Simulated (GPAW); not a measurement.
# ZrC (Fm-3m) in GPAW: further runs

The runs below take ZrC through relaxation of cell and atoms, with revPBE, BLYP.

All numbers are computed with GPAW 26.7.0; they aren't measurements. Logs are shortened: lines on timing, memory, paths and dates and some standing lists are left out, and cuts for length are marked. The log counts tension as positive stress, the text compression.

## 1. Starting point

The structure is cubic, space group Fm-3m (No. 225). The conventional cell has a = 4.730 Å, b = 4.730 Å, c = 4.730 Å, α = 90.00°, β = 90.00°, γ = 90.00°. Around Zr (site symmetry m-3m) lie 6 C at 2.37 Å. Around C (site symmetry m-3m) lie 6 Zr at 2.37 Å.

## 2. Relaxation of cell and atoms, revPBE, target pressure 1 GPa, at which the enthalpy is minimised

The input, run.py:

```python
from ase.filters import FrechetCellFilter
from ase.io import read, write
from ase.optimize import BFGS
from ase.units import GPa
from gpaw import GPAW, PW

atoms = read('POSCAR')

calc = GPAW(mode=PW(800),
            xc='revPBE',
            kpts={'size': (10, 10, 10), 'gamma': True},
            occupations={'name': 'fermi-dirac', 'width': 0.05},
            nbands=18,
            convergence={'density': 1e-05, 'forces': 0.0001},
            maxiter=150,
            txt='gpaw.txt')
atoms.calc = calc
opt = BFGS(FrechetCellFilter(atoms, scalar_pressure=1 * GPa), trajectory='relax.traj', logfile='-')
done = opt.run(fmax=0.02, steps=100)
calc.write('gs.gpw')
write('result.traj', atoms)
print('Converged:', done)
print('Cell:', atoms.cell.cellpar().round(4))
print('Volume:', round(atoms.get_volume(), 4))
print(atoms.get_scaled_positions().round(5))
```

The input, POSCAR:

```
ZrC
1.0
    0.0000000000      2.3650000000      2.3650000000
    2.3650000000      0.0000000000      2.3650000000
    2.3650000000      2.3650000000      0.0000000000
Zr C
1 1
Direct
    0.5000000000      0.5000000000      0.5000000000
    0.0000000000      0.0000000000      0.0000000000
```

Potentials or basis: the program's PAW data sets (release 1.2.1) made for this functional, pw.

Started as:

```
OMP_NUM_THREADS=1 python run.py
```

gpaw.txt:

```text
__  _  _
 | _ |_)|_||  |
 |__||  | ||/\| - 26.7.0

Input parameters:
  mode=PW(ecut=800.0),
  convergence={'density': 1e-05, 'forces': 0.0001},
  kpts=MonkhorstPack(size=(10, 10, 10), gamma=True),
  maxiter=150,
  nbands=18,
  occupations=Occupations(name='fermi-dirac', width=0.05),
  xc=XC(name='revPBE')

Diagonalizing LCAO Hamiltonian
Converting LCAO to pw mode

               Zr

       C

Atoms  # Å, Bohr magnetons
|   | symbol |        x |        y |        z |    initial magnetic moments |
|---|--------|----------|----------|----------|-----------------------------|
| 0 |     Zr | 2.365000 | 2.365000 | 2.365000 | ( 0.0000,  0.0000,  0.0000) |
| 1 |      C | 0.000000 | 0.000000 | 0.000000 | ( 0.0000,  0.0000,  0.0000) |

Unit cell  # Å
| periodic |        x |        y |        z |  lengths |    angles |
|----------|----------|----------|----------|----------|-----------|
|      yes | 0.000000 | 2.365000 | 2.365000 | 3.344615 | 60.000000 |
|      yes | 2.365000 | 0.000000 | 2.365000 | 3.344615 | 60.000000 |
|      yes | 2.365000 | 2.365000 | 0.000000 | 3.344615 | 60.000000 |

Number of symmetries: 48
Symmetry operations  # r_c * U_cc + t_c -> r_c
|    | kind |            matrix            |
|----|------|------------------------------|
|  0 |  σ   |  1, 0, 0,  1, 0,-1,  1,-1, 0 |
|  1 |  C2  |  1, 0, 0,  1,-1, 0,  1, 0,-1 |
|  2 |  E   |  1, 0, 0,  0, 1, 0,  0, 0, 1 |
|  3 |  σ   |  1, 0, 0,  0, 0, 1,  0, 1, 0 |
|  4 |  C4  |  1, 0,-1,  1, 0, 0,  1,-1, 0 |
|  5 |  S6  |  1, 0,-1,  1,-1, 0,  1, 0, 0 |
|  6 |  σ   |  1, 0,-1,  0, 1,-1,  0, 0,-1 |
|  7 |  C3  |  1, 0,-1,  0, 0,-1,  0, 1,-1 |
|  8 |  S6  |  1,-1, 0,  1, 0, 0,  1, 0,-1 |
[... 224 lines left out ...]
No gap
No difference between direct/indirect transitions

Stress tensor  # eV/Ang^3
|        x |         y |         z |
|----------|-----------|-----------|
| 0.007837 |  0.000000 |  0.000000 |
| 0.000000 |  0.007837 | -0.000000 |
| 0.000000 | -0.000000 |  0.007837 |

Forces  # eV/Ang
|        x |        y |        z |
|----------|----------|----------|
| -0.00000 |  0.00000 | -0.00000 |  # Zr   0
| -0.00000 | -0.00000 |  0.00000 |  # C    1

Interpolating wave functions to new cell

               Zr

       C

Atoms  # Å, Bohr magnetons
|   | symbol |         x |         y |        z |    initial magnetic moments |
|---|--------|-----------|-----------|----------|-----------------------------|
| 0 |     Zr |  2.361856 |  2.361856 | 2.361856 | ( 0.0000,  0.0000,  0.0000) |
| 1 |      C | -0.000000 | -0.000000 | 0.000000 | ( 0.0000,  0.0000,  0.0000) |

Unit cell  # Å
| periodic |        x |        y |        z |  lengths |    angles |
|----------|----------|----------|----------|----------|-----------|
|      yes | 0.000000 | 2.361856 | 2.361856 | 3.340169 | 60.000000 |
|      yes | 2.361856 | 0.000000 | 2.361856 | 3.340169 | 60.000000 |
|      yes | 2.361856 | 2.361856 | 0.000000 | 3.340169 | 60.000000 |

Number of symmetries: 48
Symmetry operations  # r_c * U_cc + t_c -> r_c
|    | kind |            matrix            |
|----|------|------------------------------|
|  0 |  σ   |  1, 0, 0,  1, 0,-1,  1,-1, 0 |
|  1 |  C2  |  1, 0, 0,  1,-1, 0,  1, 0,-1 |
|  2 |  E   |  1, 0, 0,  0, 1, 0,  0, 0, 1 |
|  3 |  σ   |  1, 0, 0,  0, 0, 1,  0, 1, 0 |
|  4 |  C4  |  1, 0,-1,  1, 0, 0,  1,-1, 0 |
|  5 |  S6  |  1, 0,-1,  1,-1, 0,  1, 0, 0 |
|  6 |  σ   |  1, 0,-1,  0, 1,-1,  0, 0,-1 |
|  7 |  C3  |  1, 0,-1,  0, 0,-1,  0, 1,-1 |
|  8 |  S6  |  1,-1, 0,  1, 0, 0,  1, 0,-1 |
[... 173 lines left out ...]
SCF iterations
|iter     | |      energy | eigst |  dens |force |
|---------|-|-------------|-------|-------|------|
|iter:   1| |  -17.661780 | -2.58 |       |      |
|iter:   2| |  -17.661721 | -4.88 | -2.73 |      |
|iter:   3| |  -17.661425c| -4.56 | -2.76 |      |
|iter:   4| |  -17.661435c| -6.00 | -3.61 |      |
|iter:   5| |  -17.661441c| -6.37 | -4.01 |      |
|iter:   6| |  -17.661440c| -7.52c| -4.19 |      |
|iter:   7| |  -17.661440c| -8.24c| -5.17c|      |
|iter:   8| |  -17.661440c| -8.48c| -5.56c|-24.51c|

Converged in 8 steps
Energy contributions relative to reference atoms: (reference = -98927.692232)
[... 38 lines left out ...]
Stress tensor  # eV/Ang^3
|        x |        y |        z |
|----------|----------|----------|
| 0.002535 | 0.000000 | 0.000000 |
| 0.000000 | 0.002535 | 0.000000 |
| 0.000000 | 0.000000 | 0.002535 |

Forces  # eV/Ang
|        x |       y |        z |
|----------|---------|----------|
|  0.00000 | 0.00000 | -0.00000 |  # Zr   0
| -0.00000 | 0.00000 |  0.00000 |  # C    1

Interpolating wave functions to new cell

               Zr

       C

Atoms  # Å, Bohr magnetons
|   | symbol |         x |        y |         z |    initial magnetic moments |
|---|--------|-----------|----------|-----------|-----------------------------|
| 0 |     Zr |  2.356716 | 2.356716 |  2.356716 | ( 0.0000,  0.0000,  0.0000) |
| 1 |      C | -0.000000 | 0.000000 | -0.000000 | ( 0.0000,  0.0000,  0.0000) |

Unit cell  # Å
| periodic |        x |         y |         z |  lengths |    angles |
|----------|----------|-----------|-----------|----------|-----------|
|      yes | 0.000000 |  2.356716 |  2.356716 | 3.332899 | 60.000000 |
|      yes | 2.356716 | -0.000000 |  2.356716 | 3.332899 | 60.000000 |
|      yes | 2.356716 |  2.356716 | -0.000000 | 3.332899 | 60.000000 |

Number of symmetries: 48
Symmetry operations  # r_c * U_cc + t_c -> r_c
|    | kind |            matrix            |
|----|------|------------------------------|
|  0 |  σ   |  1, 0, 0,  1, 0,-1,  1,-1, 0 |
|  1 |  C2  |  1, 0, 0,  1,-1, 0,  1, 0,-1 |
|  2 |  E   |  1, 0, 0,  0, 1, 0,  0, 0, 1 |
|  3 |  σ   |  1, 0, 0,  0, 0, 1,  0, 1, 0 |
|  4 |  C4  |  1, 0,-1,  1, 0, 0,  1,-1, 0 |
|  5 |  S6  |  1, 0,-1,  1,-1, 0,  1, 0, 0 |
|  6 |  σ   |  1, 0,-1,  0, 1,-1,  0, 0,-1 |
|  7 |  C3  |  1, 0,-1,  0, 0,-1,  0, 1,-1 |
|  8 |  S6  |  1,-1, 0,  1, 0, 0,  1, 0,-1 |
[... 222 lines left out ...]
No gap
No difference between direct/indirect transitions

Stress tensor  # eV/Ang^3
|         x |         y |         z |
|-----------|-----------|-----------|
| -0.006339 |  0.000000 |  0.000000 |
|  0.000000 | -0.006339 | -0.000000 |
|  0.000000 | -0.000000 | -0.006339 |

Forces  # eV/Ang
|        x |        y |        z |
|----------|----------|----------|
|  0.00000 | -0.00000 | -0.00000 |  # Zr   0
| -0.00000 |  0.00000 |  0.00000 |  # C    1

# Writing to gs.gpw (mode='')
```

Wall time 71 s (1 thread of Arm Neoverse V1, shared host); peak memory 0.23 GiB.

What came out:

```yaml
Free_energy: -17.6622 eV
Relaxed_volume: 13.09 Å³/atom
Relaxed_cell: a = 3.333 Å, b = 3.333 Å, c = 3.333 Å, α = 60.00°, β = 60.00°, γ = 60.00°
Space_group_after_relaxing_to_0.05_Å: Fm-3m (No. 225)
Energy_change_on_relaxing_the_enthalpy_is_what_falls: +0.0 meV/atom
Ionic_steps: 3
Pressure_after_relaxing: 1.0 GPa
Band_gap_on_the_k_mesh: none (metal or under the smearing width)
```

Final structure:
```yaml
crystal:
  lattice:
    - [0.00000, 2.35672, 2.35672]
    - [2.35672, 0.00000, 2.35672]
    - [2.35672, 2.35672, 0.00000]
  atoms:
    - { symbol: Zr, position: [0.50000, 0.50000, 0.50000] }
    - { symbol: C, position: [0.00000, 0.00000, 0.00000] }
```

Levels at points of the mesh, in eV from the Fermi level:
```tsv
k point	band 5	band 6	band 7	band 8	band 9	band 10	band 11	band 12
(0.00, 0.00, 0.00)	-11.33	0.92	0.92	0.92	1.09	1.09	1.09	2.77
(0.50, 0.50, 0.00)	-10.15	-2.10	-1.73	0.04	0.04	4.38	5.59	5.59
(0.50, 0.50, 0.50)	-8.32	-5.26	-2.90	-2.90	4.44	4.44	5.27	6.48
```

Caveat: later steps reuse the first step's grids.

## 3. Relaxation of cell and atoms, BLYP

The input, run.py:

```python
from ase.filters import FrechetCellFilter
from ase.io import read, write
from ase.optimize import LBFGS
from gpaw import GPAW, PW, setup_paths

setup_paths.insert(0, '.')

atoms = read('ZrC.xyz')

calc = GPAW(mode=PW(800),
            xc='BLYP',
            kpts={'size': (10, 10, 10), 'gamma': True},
            occupations={'name': 'fermi-dirac', 'width': 0.05},
            nbands=18,
            convergence={'density': 1e-05, 'forces': 0.0001},
            eigensolver='davidson',
            maxiter=150,
            txt='gpaw.txt')
atoms.calc = calc
opt = LBFGS(FrechetCellFilter(atoms), trajectory='relax.traj', logfile='-')
done = opt.run(fmax=0.01, steps=40)
calc.write('gs.gpw')
write('result.traj', atoms)
print('Converged:', done)
print('Cell:', atoms.cell.cellpar().round(4))
print('Volume:', round(atoms.get_volume(), 4))
print(atoms.get_scaled_positions().round(5))
```

The input, ZrC.xyz:

```xyz
2
Lattice="0.0000000000 2.3650000000 2.3650000000 2.3650000000 0.0000000000 2.3650000000 2.3650000000 2.3650000000 0.0000000000" Properties=species:S:1:pos:R:3 pbc="T T T"
Zr     2.3650000000      2.3650000000      2.3650000000
C      0.0000000000      0.0000000000      0.0000000000
```

Potentials or basis: PAW data sets generated in the run's folder for this functional, pw.

Started as:

```
gpaw-setup -f BLYP C Zr
OMP_NUM_THREADS=1 python run.py
```

gpaw.txt:

```text
__  _  _
 | _ |_)|_||  |
 |__||  | ||/\| - 26.7.0

Input parameters:
  mode=PW(ecut=800.0),
  convergence={'density': 1e-05, 'forces': 0.0001},
  eigensolver=Davidson(niter=2),
  kpts=MonkhorstPack(size=(10, 10, 10), gamma=True),
  maxiter=150,
  nbands=18,
  occupations=Occupations(name='fermi-dirac', width=0.05),
  xc=XC(name='BLYP')

Diagonalizing LCAO Hamiltonian
Converting LCAO to pw mode

               Zr

       C

Atoms  # Å, Bohr magnetons
|   | symbol |        x |        y |        z |    initial magnetic moments |
|---|--------|----------|----------|----------|-----------------------------|
| 0 |     Zr | 2.365000 | 2.365000 | 2.365000 | ( 0.0000,  0.0000,  0.0000) |
| 1 |      C | 0.000000 | 0.000000 | 0.000000 | ( 0.0000,  0.0000,  0.0000) |

Unit cell  # Å
| periodic |        x |        y |        z |  lengths |    angles |
|----------|----------|----------|----------|----------|-----------|
|      yes | 0.000000 | 2.365000 | 2.365000 | 3.344615 | 60.000000 |
|      yes | 2.365000 | 0.000000 | 2.365000 | 3.344615 | 60.000000 |
|      yes | 2.365000 | 2.365000 | 0.000000 | 3.344615 | 60.000000 |

Number of symmetries: 48
Symmetry operations  # r_c * U_cc + t_c -> r_c
|    | kind |            matrix            |
|----|------|------------------------------|
|  0 |  σ   |  1, 0, 0,  1, 0,-1,  1,-1, 0 |
|  1 |  C2  |  1, 0, 0,  1,-1, 0,  1, 0,-1 |
|  2 |  E   |  1, 0, 0,  0, 1, 0,  0, 0, 1 |
|  3 |  σ   |  1, 0, 0,  0, 0, 1,  0, 1, 0 |
|  4 |  C4  |  1, 0,-1,  1, 0, 0,  1,-1, 0 |
|  5 |  S6  |  1, 0,-1,  1,-1, 0,  1, 0, 0 |
|  6 |  σ   |  1, 0,-1,  0, 1,-1,  0, 0,-1 |
|  7 |  C3  |  1, 0,-1,  0, 0,-1,  0, 1,-1 |
|  8 |  S6  |  1,-1, 0,  1, 0, 0,  1, 0,-1 |
[... 173 lines left out ...]
SCF iterations
|iter     | |      energy | eigst |  dens |force |
|---------|-|-------------|-------|-------|------|
|iter:   1| |  -18.817713 | -0.06 |       |      |
|iter:   2| |  -18.054873 | -1.29 | -0.76 |      |
|iter:   3| |  -16.575063 | -1.03 | -0.83 |      |
[... 90 lines left out ...]
|  5 |  S6  |  1, 0,-1,  1,-1, 0,  1, 0, 0 |
|  6 |  σ   |  1, 0,-1,  0, 1,-1,  0, 0,-1 |
|  7 |  C3  |  1, 0,-1,  0, 0,-1,  0, 1,-1 |
|  8 |  S6  |  1,-1, 0,  1, 0, 0,  1, 0,-1 |
[... 173 lines left out ...]
SCF iterations
|iter     | |      energy | eigst |  dens |force |
|---------|-|-------------|-------|-------|------|
|iter:   1| |  -16.595904 |       |       |      |
|iter:   2| |  -16.595843 | -4.35 | -2.67 |      |
|iter:   3| |  -16.595511c| -3.95 | -2.69 |      |
|iter:   4| |  -16.595422c| -5.16 | -3.09 |      |
|iter:   5| |  -16.595429c| -6.42 | -3.60 |      |
|iter:   6| |  -16.595432c| -6.65 | -3.76 |      |
|iter:   7| |  -16.595432c| -7.82c| -4.91 |      |
|iter:   8| |  -16.595432c| -8.60c| -5.28c|      |
|iter:   9| |  -16.595432c| -9.59c| -6.34c|-24.65c|

Converged in 9 steps
Energy contributions relative to reference atoms: (reference = -98936.545941)
[... 38 lines left out ...]
Stress tensor  # eV/Ang^3
|         x |         y |         z |
|-----------|-----------|-----------|
| -0.010263 |  0.000000 | -0.000000 |
|  0.000000 | -0.010263 |  0.000000 |
| -0.000000 |  0.000000 | -0.010263 |

Forces  # eV/Ang
|        x |       y |       z |
|----------|---------|---------|
| -0.00000 | 0.00000 | 0.00000 |  # Zr   0
|  0.00000 | 0.00000 | 0.00000 |  # C    1

Interpolating wave functions to new cell

               Zr

       C

Atoms  # Å, Bohr magnetons
|   | symbol |        x |        y |         z |    initial magnetic moments |
|---|--------|----------|----------|-----------|-----------------------------|
| 0 |     Zr | 2.374818 | 2.374818 |  2.374818 | ( 0.0000,  0.0000,  0.0000) |
| 1 |      C | 0.000000 | 0.000000 | -0.000000 | ( 0.0000,  0.0000,  0.0000) |

Unit cell  # Å
| periodic |        x |         y |        z |  lengths |    angles |
|----------|----------|-----------|----------|----------|-----------|
|      yes | 0.000000 |  2.374818 | 2.374818 | 3.358500 | 60.000000 |
|      yes | 2.374818 | -0.000000 | 2.374818 | 3.358500 | 60.000000 |
|      yes | 2.374818 |  2.374818 | 0.000000 | 3.358500 | 60.000000 |

Number of symmetries: 48
Symmetry operations  # r_c * U_cc + t_c -> r_c
|    | kind |            matrix            |
|----|------|------------------------------|
|  0 |  σ   |  1, 0, 0,  1, 0,-1,  1,-1, 0 |
|  1 |  C2  |  1, 0, 0,  1,-1, 0,  1, 0,-1 |
|  2 |  E   |  1, 0, 0,  0, 1, 0,  0, 0, 1 |
|  3 |  σ   |  1, 0, 0,  0, 0, 1,  0, 1, 0 |
|  4 |  C4  |  1, 0,-1,  1, 0, 0,  1,-1, 0 |
|  5 |  S6  |  1, 0,-1,  1,-1, 0,  1, 0, 0 |
|  6 |  σ   |  1, 0,-1,  0, 1,-1,  0, 0,-1 |
|  7 |  C3  |  1, 0,-1,  0, 0,-1,  0, 1,-1 |
|  8 |  S6  |  1,-1, 0,  1, 0, 0,  1, 0,-1 |
[... 173 lines left out ...]
SCF iterations
|iter     | |      energy | eigst |  dens |force |
|---------|-|-------------|-------|-------|------|
|iter:   1| |  -16.598002 |       |       |      |
|iter:   2| |  -16.597835 | -3.92 | -2.46 |      |
|iter:   3| |  -16.596922c| -3.53 | -2.47 |      |
|iter:   4| |  -16.596692c| -4.77 | -2.88 |      |
|iter:   5| |  -16.596714c| -6.00 | -3.40 |      |
|iter:   6| |  -16.596721c| -6.25 | -3.55 |      |
|iter:   7| |  -16.596721c| -7.43c| -4.70 |      |
|iter:   8| |  -16.596721c| -8.20c| -5.06c|      |
|iter:   9| |  -16.596721c| -9.17c| -6.13c|-24.04c|

Converged in 9 steps
Energy contributions relative to reference atoms: (reference = -98936.545941)
[... 38 lines left out ...]
Stress tensor  # eV/Ang^3
|         x |         y |         z |
|-----------|-----------|-----------|
| -0.000128 | -0.000000 | -0.000000 |
| -0.000000 | -0.000128 | -0.000000 |
| -0.000000 | -0.000000 | -0.000128 |

Forces  # eV/Ang
|       x |       y |        z |
|---------|---------|----------|
| 0.00000 | 0.00000 |  0.00000 |  # Zr   0
| 0.00000 | 0.00000 | -0.00000 |  # C    1

# Writing to gs.gpw (mode='')
```

It took 71 s on 1 thread of Arm Neoverse V1, shared host; peak memory 0.23 GiB.

What came out:

| Property | Result |
| --- | --- |
| Free energy | -16.5980 eV |
| Relaxed volume | 13.39 Å³/atom |
| Relaxed cell | a = 3.358 Å, b = 3.358 Å, c = 3.358 Å, α = 60.00°, β = 60.00°, γ = 60.00° |
| Space group after relaxing (to 0.05 Å) | Fm-3m (No. 225) |
| Energy gained by relaxing | 1.6 meV/atom |
| Ionic steps | 3 |
| Pressure after relaxing | 0.0 GPa |
| Band gap on the k mesh | none (metal or under the smearing width) |

Step by step:
```tsv
step	energy change (eV)	largest force (eV/Å)	pressure (GPa)	volume (Å³)
1	0.0000	0.0000	2.66	26.46
2	-0.0018	0.0000	1.64	26.58
3	-0.0031	0.0000	0.02	26.79
```

Final structure:
```xyz
2
Lattice="0.0000 2.3748 2.3748 2.3748 0.0000 2.3748 2.3748 2.3748 0.0000" Properties=species:S:1:pos:R:3 pbc="T T T"
Zr    2.3748    2.3748    2.3748
C     0.0000    0.0000    0.0000
```

Caveat: later steps reuse the first step's grids.
